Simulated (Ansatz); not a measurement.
# SiC5: the cost of one run

Computed with Ansatz 0.2.0 (DFT PBE, scalar-relativistic, plane waves, PAW, unless a step's input says otherwise).

### Step 1. The system as given

The structure is tetragonal, space group P4/mmm (No. 123). Conventional cell: a = 2.653 Å, b = 2.653 Å, c = 11.258 Å, α = 90.00°, β = 90.00°, γ = 90.00°. Around Si (site symmetry 4/mmm) lie 4 Si at 2.65 Å and 8 C at 2.65 Å. Around C (site symmetry 4mm) lie 12 C at 2.65 Å. C (site symmetry 4mm) has 8 C at 2.65 Å and 4 Si at 2.65 Å as nearest neighbours. C (site symmetry 4/mmm) has 12 C at 2.65 Å as nearest neighbours.

Coordinates:

```xyz
6
Lattice="2.6535 0.0000 0.0000 0.0000 2.6535 0.0000 0.0000 0.0000 11.2578" Properties=species:S:1:pos:R:3 pbc="T T T"
Si    0.0000    0.0000    0.0000
C     0.0000    0.0000    7.5052
C     1.3267    1.3267    9.3815
C     1.3267    1.3267    1.8763
C     0.0000    0.0000    3.7526
C     1.3267    1.3267    5.6289
```

The start is an ordering of an alloy on its end members' structure types: elements ordered on the sites of the Rh type, Si/C on Rh (P4/mmm, No. 123).

### Step 2. The guess as it stands, on a coarse mesh

Input file input.yaml:

```yaml
crystal:
  lattice:
    - [2.6534937, 0.0, 0.0]
    - [0.0, 2.6534937, 0.0]
    - [0.0, 0.0, 11.25782033]
  atoms:
    - { symbol: Si, position: [0.0, 0.0, 0.0] }
    - { symbol: C, position: [0.0, 0.0, 0.66666667] }
    - { symbol: C, position: [0.5, 0.5, 0.83333333] }
    - { symbol: C, position: [0.5, 0.5, 0.16666667] }
    - { symbol: C, position: [0.0, 0.0, 0.33333333] }
    - { symbol: C, position: [0.5, 0.5, 0.5] }
basis:
  ecutwfc: 420
kpoints:
  mp_grid: { grid: [6, 6, 2] }
hamiltonian:
  xc: pbe
scf:
  occupations: { method: gaussian, width: 0.1 }
  lower_state_search: "off"
output:
  forces: true
  stress: true
  eigenvalues: true
```

Command:

```console
$ ansatz run input.yaml --threads 1 --pin off --max-ram 2560MiB --backend cpu --events-out ev --progress --plain --runs-dir out
```

Q: Estimate wall time and peak memory on 1 thread of Intel Xeon at 2.50GHz (Skylake/Cascade Lake), shared host.

About 5 s, with a peak of 0.34 GiB.
